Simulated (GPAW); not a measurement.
LiCl:

```xyz
2
Lattice="0.0000 2.5648 2.5648 2.5648 0.0000 2.5648 2.5648 2.5648 0.0000" Properties=species:S:1:pos:R:3 pbc="T T T"
Cl    2.5648    2.5648    2.5648
Li    0.0000    0.0000    0.0000
```

* Program: GPAW 26.7.0
* Task: relaxation of cell and atoms
* Functional: LDA
* Potentials or basis: the program's PAW data sets (release 1.2.1) made for this functional
* Cutoff: 800 eV
* Basis: pw
* k mesh: 9 × 9 × 9
* Occupations: fermi-dirac, width 0.05 eV
* Spin: no spin polarisation

At the start: pressure -2.8 GPa; volume 16.87 Å³/atom.

How do energy, volume and symmetry change on relaxing?

Over 7 steps the energy falls by 12.6 meV/atom and the volume is 15.59 Å³/atom (-7.6 %); space group Fm-3m (No. 225, to 0.05 Å).

The path:
```csv
step,energy change (eV),largest force (eV/Å),pressure (GPa),volume (Å³)
1,0.0000,0.0000,-2.84,33.74
2,-0.0026,0.0000,-2.71,33.59
3,-0.0073,0.0000,-2.46,33.30
4,-0.0131,0.0000,-2.07,32.88
5,-0.0188,0.0000,-1.56,32.37
6,-0.0232,0.0000,-0.92,31.79
7,-0.0252,0.0000,-0.17,31.17
```

Final structure:
```
Cl Li
1.0
     0.00000    2.49798    2.49798
     2.49798    0.00000    2.49798
     2.49798    2.49798    0.00000
Cl Li
1 1
Direct
  0.50000 0.50000 0.50000
  0.00000 0.00000 0.00000
```

Caveat: later steps reuse the first step's grids.
